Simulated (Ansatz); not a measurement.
**GaN under changes of volume**

One of the cells (11.310 Å³/atom); the others are scaled copies at fixed shape and fractional positions:

```
CELL_PARAMETERS angstrom
3.18000 0.00000 0.00000
-1.59000 2.75396 0.00000
0.00000 0.00000 5.16600
ATOMIC_POSITIONS crystal
Ga 0.66667 0.33333 0.50000
Ga 0.33333 0.66667 0.00000
N 0.66667 0.33333 0.87500
N 0.33333 0.66667 0.37500
```

* Program: Ansatz 0.2.0
* Functional: BPBE
* Potentials or basis: Ansatz PAW
* Cutoff: 420 eV (not typed: the program's choice for these potentials)
* k mesh: 10 × 10 × 5
* Occupations: fermi-dirac, width 0.05 eV
* Spin: no spin polarisation

```csv
volume (Å³/atom),energy over the lowest point (meV/atom),pressure (GPa),gap on the mesh (eV),largest force (eV/Å)
10.632,?,?,?,?
10.858,40.47,15.9,2.23,0.148
11.084,21.43,11.2,2.09,0.142
11.310,8.72,6.9,1.96,0.136
11.537,1.79,3.0,1.82,0.130
11.763,0.00,-0.4,1.69,0.125
11.989,2.85,-3.6,1.57,0.120
```

**Question.** What does the run at 10.632 Å³/atom give?

**Answer.** Energy over the lowest point 66.60 meV/atom; pressure 21.2 GPa; gap on the mesh 2.37 eV; largest force 0.154 eV/Å.

Worked out: A Birch-Murnaghan fit of order 3 (a polynomial in V^(-2/3)) to the other rows has its minimum at 11.73 Å³/atom with B0 = V·E''(V) = 172 GPa and B' = 4.5 at fixed shape and positions, which overstates the stiffness. It gives 66.64 meV/atom at 10.632 Å³/atom, against the run's 66.60, and -dE/dV = 21.3 GPa, against 21.2. A straight line through the other rows of the gap, of slope -6.69 eV per unit of ln V (its deformation potential), extrapolates to 2.37 eV, against the run's 2.37.

Energies are extrapolated to zero smearing.

Caveats: odd divisions of the mesh miss points on the zone boundary, where band edges often lie, so the gap on the mesh can be too wide; the PAW data sets come from PBE, with cores solved anew for the run's functional, which leaves a small shift of forces and pressure.

Spin-orbit coupling on Ga is left out.
